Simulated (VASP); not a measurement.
# TiB2 (P6/mmm) in VASP: a series of runs, part 2 of 2

VASP 6.6.1. Earlier steps stand in the parts before.

**3. Electrostatic potential, PBE+D3(BJ)**

This run uses another cell than the first one, of 8.29 Å³/atom, 0.984 times its volume.

File INCAR:

```
SYSTEM = TiB2
  PREC = Accurate
  ENCUT = 520
  EDIFF = 1E-7
  ISMEAR = 1
  SIGMA = 0.1
  LREAL = .FALSE.
  LASPH = .TRUE.
  NELM = 80
  ALGO = Normal
  ISIF = 2
  LWAVE = .FALSE.
  LCHARG = .TRUE.
  GGA = PE
  IVDW = 12
  LVHAR = .TRUE.
```

File KPOINTS:

```
Automatic mesh
0
G
  16 16 14
  0 0 0
```

File POSCAR:

```
TiB2                                    
1.0
    3.0044828853      0.0000000000      0.0000000000
   -1.5022414427      2.6019585045      0.0000000000
    0.0000000000      0.0000000000      3.1820787348
  Ti              B             
     1     2
Direct
     0.0000000000000000    0.0000000000000000    0.0000000000000000
     0.3333333300000021    0.6666666699999979    0.5000000000000000
     0.6666666699999979    0.3333333300000021    0.5000000000000000
```

Potentials or basis: VASP PAW PBE potentials, release 64 (Ti_sv, B).

Started as:

```
$ cat potpaw_PBE.64/Ti_sv/POTCAR potpaw_PBE.64/B/POTCAR > POTCAR
$ mpirun -np 1 vasp_std > vasp.out
```

OUTCAR:

```text
SYSTEM = TiB2
   PREC = Accurate
   ENCUT = 520
   EDIFF = 1E-7
   ISMEAR = 1
   LREAL = .FALSE.
   LASPH = .TRUE.
   NELM = 80
   ISIF = 2
   GGA = PE
   IVDW = 12
 IVDW          = 12

 ion  position               nearest neighbor table
   1  0.000  0.000  0.000-   2 2.35   3 2.35   2 2.35   3 2.35   3 2.35   3 2.35   2 2.35   2 2.35
                             3 2.35   3 2.35   2 2.35   2 2.35
   2  0.333  0.667  0.500-   3 1.73   3 1.73   3 1.73   1 2.35   1 2.35   1 2.35   1 2.35   1 2.35
                             1 2.35
   3  0.667  0.333  0.500-   2 1.73   2 1.73   2 1.73   1 2.35   1 2.35   1 2.35   1 2.35   1 2.35
                             1 2.35

  LATTYP: Found a hexagonal cell.
 ALAT       =     3.0044828853
 C/A-ratio  =     1.0591102883

  Lattice vectors:

 A1 = (   3.0044828853,   0.0000000000,   0.0000000000)
 A2 = (  -1.5022414427,   2.6019585045,   0.0000000000)
 A3 = (   0.0000000000,   0.0000000000,   3.1820787348)

Analysis of symmetry for initial positions (statically):
=====================================================================
 Subroutine PRICEL returns:
 Original cell was already a primitive cell.

 Routine SETGRP: Setting up the symmetry group for a
 hexagonal supercell.

 Subroutine GETGRP returns: Found 24 space group operations
 (whereof 24 operations were pure point group operations)
 out of a pool of 24 trial point group operations.

The static configuration has the point symmetry D_6h.

Analysis of symmetry for dynamics (positions and initial velocities):
=====================================================================
 Subroutine PRICEL returns:
 Original cell was already a primitive cell.

 Routine SETGRP: Setting up the symmetry group for a
 hexagonal supercell.

 Subroutine GETGRP returns: Found 24 space group operations
 (whereof 24 operations were pure point group operations)
 out of a pool of 24 trial point group operations.

The dynamic configuration has the point symmetry D_6h.

 Subroutine INISYM returns: Found 24 space group operations
 (whereof 24 operations are pure point group operations),
 and found     1 'primitive' translations

[... 136 lines left out ...]

 Free energy of the ion-electron system (eV)
  ---------------------------------------------------
  ext. energy  EPLUGINS =         0.00000000
  ---------------------------------------------------
  free energy    TOTEN  =       -24.40947772 eV

  energy without entropy =      -24.40954322  energy(sigma->0) =      -24.40949955

 E-fermi :  10.3796     XC(G=0): -12.9193

 val. band max:       10.3483018304   @ k =   0.0625   0.0625   0.3571
 cond. band min:      10.3884744063   @ k =   0.0625   0.0625   0.2857
 fundamental gap:      0.0401725759
 Fermi energy:        10.3795541141

 k-point     1 :       0.0000    0.0000    0.0000
  band No.  band energies     occupation
      1     -46.5314      2.00000
      2     -22.8883      2.00000
      3     -22.5583      2.00000
      4     -22.5583      2.00000
      5      -3.3298      2.00000
      6       7.6313      2.00000
      7       7.6313      2.00000
      8       8.0742      2.00000
      9       8.1680      2.00000
     10      12.3250     -0.00000
     11      12.3250     -0.00000
     12      14.1798      0.00000
     13      14.1798      0.00000
[... 354 lines left out ...]
  band No.  band energies     occupation
      1     -46.4775      2.00000
      2     -22.9020      2.00000
      3     -22.8206      2.00000
      4     -22.7022      2.00000
      5      -0.7191      2.00000
      6       3.5759      2.00000
      7       5.1344      2.00000
      8       7.3862      2.00000
      9       9.9809      2.00000
     10      10.6072     -0.00593
     11      11.6806     -0.00000
     12      13.5701      0.00000
     13      15.7373      0.00000

 [... further k-points ...]

------------------------ aborting loop because EDIFF is reached ----------------------------------------

 Edisp (eV)   -1.29797

 E8    (eV) :    -0.5376

  FORCE on cell =-STRESS in cart. coord.  units (eV):
  Direction    XX          YY          ZZ          XY          YZ          ZX
  --------------------------------------------------------------------------------------
  -------------------------------------------------------------------------------------
  Total      -0.00923    -0.00923    -0.00394     0.00000     0.00000     0.00000
  in kB      -0.59470    -0.59470    -0.25371     0.00000     0.00000     0.00000
  external pressure =       -0.48 kB  Pullay stress =        0.00 kB

 VOLUME and BASIS-vectors are now :
 -----------------------------------------------------------------------------
  energy-cutoff  :      520.00
  volume of cell :       24.88
      direct lattice vectors                 reciprocal lattice vectors
     3.004482885  0.000000000  0.000000000     0.332835978  0.192162942  0.000000000
    -1.502241443  2.601958505  0.000000000     0.000000000  0.384325883  0.000000000
     0.000000000  0.000000000  3.182078735     0.000000000  0.000000000  0.314259980

 POSITION                                       TOTAL-FORCE (eV/Angst)
 -----------------------------------------------------------------------------------
      0.00000      0.00000      0.00000        -0.000000      0.000000     -0.000000
     -0.00000      1.73464      1.59104         0.000000      0.000000     -0.000000
      1.50224      0.86732      1.59104        -0.000000      0.000000      0.000000
 -----------------------------------------------------------------------------------
    total drift:                                0.000000     -0.000000     -0.000000

  FREE ENERGIE OF THE ION-ELECTRON SYSTEM (eV)
  ---------------------------------------------------
  free  energy   TOTEN  =       -25.7074491174 eV

  energy  without entropy=      -25.7075146226  energy(sigma->0) =      -25.70747095
```

OSZICAR:

```text
N       E                     dE             d eps       ncg     rms          rms(c)
DAV:   1     0.129122718518E+03    0.12912E+03   -0.93786E+03  6240   0.159E+03
DAV:   2    -0.197790954441E+02   -0.14890E+03   -0.14520E+03  6400   0.398E+02
DAV:   3    -0.292739905758E+02   -0.94949E+01   -0.93149E+01  9210   0.946E+01
DAV:   4    -0.295777845298E+02   -0.30379E+00   -0.30338E+00  7880   0.155E+01
DAV:   5    -0.295867363159E+02   -0.89518E-02   -0.89494E-02  9234   0.239E+00    0.174E+01
DAV:   6    -0.243638872239E+02    0.52228E+01   -0.25786E+01  8281   0.604E+01    0.398E+00
DAV:   7    -0.244048855186E+02   -0.40998E-01   -0.16040E+00  6945   0.149E+01    0.347E+00
DAV:   8    -0.244152637161E+02   -0.10378E-01   -0.15122E-01  9232   0.350E+00    0.696E-01
DAV:   9    -0.244101032090E+02    0.51605E-02   -0.56611E-02  8322   0.321E+00    0.267E-01
DAV:  10    -0.244095181928E+02    0.58502E-03   -0.49933E-03  7819   0.101E+00    0.822E-02
DAV:  11    -0.244094973638E+02    0.20829E-04   -0.22218E-04  8826   0.192E-01    0.574E-02
DAV:  12    -0.244094788906E+02    0.18473E-04   -0.13389E-04  8022   0.157E-01    0.104E-02
DAV:  13    -0.244094775814E+02    0.13092E-05   -0.10690E-05  7593   0.444E-02    0.200E-03
DAV:  14    -0.244094776924E+02   -0.11101E-06   -0.20365E-07  6324   0.514E-03    0.565E-04
DAV:  15    -0.244094777176E+02   -0.25141E-07   -0.37143E-08  3555   0.234E-03
   1 F= -.25707449E+02 E0= -.25707471E+02  d E =0.655053E-04
```

It took 24 s on 1 thread of Intel Xeon 6975P-C (Granite Rapids), shared host; peak memory 0.22 GiB.

What came out:

```yaml
Free_energy: -25.7074 eV
Pressure: 0.0 GPa
Band_gap_on_the_k_mesh: none (metal or under the smearing width)
Dispersion_energy_per_atom: -0.433 eV
```

Levels at points of the mesh, in eV from the Fermi level:
| k point | band 6 | band 7 | band 8 | band 9 | band 10 | band 11 | band 12 | band 13 |
| --- | --- | --- | --- | --- | --- | --- | --- | --- |
| (0.00, 0.00, 0.00) | -2.75 | -2.75 | -2.31 | -2.21 | 1.95 | 1.95 | 3.80 | 3.80 |
| (0.50, 0.00, 0.00) | -9.34 | -3.37 | -3.31 | -2.39 | 1.37 | 2.81 | 3.31 | 3.45 |
| (0.00, 0.00, 0.50) | -7.77 | -0.62 | -0.62 | -0.26 | -0.26 | 0.42 | 0.42 | 1.75 |
| (0.50, 0.00, 0.50) | -7.64 | -4.82 | -3.97 | -3.20 | 2.60 | 3.00 | 4.69 | 4.76 |

Caveat: pairwise dispersion overbinds metals, which lowers pressure and volume.
